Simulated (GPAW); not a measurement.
# PtS2 in GPAW: the effect of functional

Crystal: PtS2.

```
CELL_PARAMETERS angstrom
3.54320 0.00000 0.00000
-1.77160 3.06850 0.00000
0.00000 0.00000 5.03880
ATOMIC_POSITIONS crystal
Pt 0.00000 0.00000 0.00000
S 0.66667 0.33333 0.77300
S 0.33333 0.66667 0.22700
```

Alike in all runs:

```yaml
Program: GPAW 26.7.0
Task: single point
Cutoff: 600 eV
Basis: pw
k_mesh: 9 × 9 × 5
Occupations: fermi-dirac, width 0.05 eV
Spin: no spin polarisation
```

Q: One run gave: gap on the mesh 0.96 eV; largest force 0.82 eV/Å. Which functional did it use?
A. vdW-DF2
B. revPBE
C. PBE
D. AM05
E. BLYP

A: D.

| functional | potentials or basis | gap on the mesh (eV) | largest force (eV/Å) |
| --- | --- | --- | --- |
| LDA | the program's PAW data sets (release 1.2.1) made for this functional | 0.89 | 0.76 |
| PBE | GPAW PAW data sets (gpaw-data 1.2.1) | 0.99 | 1.29 |
| vdW-DF2 | GPAW PAW data sets (gpaw-data 1.2.1) | 1.02 | 2.57 |
| AM05 | PAW data sets generated in the run's folder for this functional | 0.96 | 0.82 |
| SCAN | GPAW PAW data sets (gpaw-data 1.2.1) | 1.25 | 1.01 |
| r2SCAN | GPAW PAW data sets (gpaw-data 1.2.1) | 1.16 | 1.22 |
| revPBE | the program's PAW data sets (release 1.2.1) made for this functional | 1.03 | 1.36 |
| BLYP | PAW data sets generated in the run's folder for this functional | 1.01 | 1.78 |

Caveats: spin-orbit coupling is left out, which moves the levels of the heavy elements; an odd mesh through Γ misses points on the zone boundary, where band edges often lie; forces of over 1 eV/Å show positions far from the minimum, so gaps and moduli don't describe the material at rest (some runs); the PAW data sets were made with another functional, which shifts forces and pressure a little (some runs).
